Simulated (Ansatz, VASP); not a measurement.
## One calculation of Be, two programs

```
CELL_PARAMETERS angstrom
-1.26553 1.26553 1.26553
1.26553 -1.26553 1.26553
1.26553 1.26553 -1.26553
ATOMIC_POSITIONS crystal
Be 0.00000 0.00000 0.00000
```

Change from the starting cell: volume scaled by 1.03.

Alike in both runs: task single point; functional PBE; k mesh 23 × 23 × 23; occupations fermi-dirac, width 0.03 eV; no spin polarisation.

|  | VASP | Ansatz |
| --- | --- | --- |
| version | VASP 6.6.1 | Ansatz 0.2.0 |
| potentials or method | VASP PAW PBE potentials, release 64 (Be), cutoff 520 eV | all-electron LAPW, scalar-relativistic |

|  | VASP | Ansatz | Ansatz less VASP |
| --- | --- | --- | --- |
| pressure (GPa) | -4.1 | -4.3 | -0.16 |

Ansatz ran all-electron here, so the differences hold the error of VASP's frozen core and of both bases.
